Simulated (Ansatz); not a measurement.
# InAs in Ansatz: the effect of functional

InAs:

```
In As
1.0
     0.00000    2.93374    2.93374
     2.93374    0.00000    2.93374
     2.93374    2.93374    0.00000
In As
1 1
Direct
  0.50000 0.50000 0.50000
  0.00000 0.00000 0.00000
```

Measurements of this composition are mostly on another form, of space group No. 216.

The cell isn't the ideal one: volume scaled by 1.06.

Alike in all runs:

- Program: Ansatz 0.2.0
- Task: single point
- Potentials or basis: Ansatz PAW
- k mesh: 8 × 8 × 8
- Occupations: fermi-dirac, width 0.05 eV
- Spin: no spin polarisation

```csv
functional,cutoff,pressure (GPa)
LDA,420 eV (not typed: the program's choice for these potentials),-7.6
PBEsol,420 eV (not typed: the program's choice for these potentials),-6.0
r2SCAN,500 eV (not typed: the program's choice for these potentials),?
```

Task: What does the run with functional r2SCAN give?

Result: Pressure -5.4 GPa.

Caveats: the PAW data sets come from PBE, with cores solved anew for the run's functional, which leaves a small shift of forces and pressure.
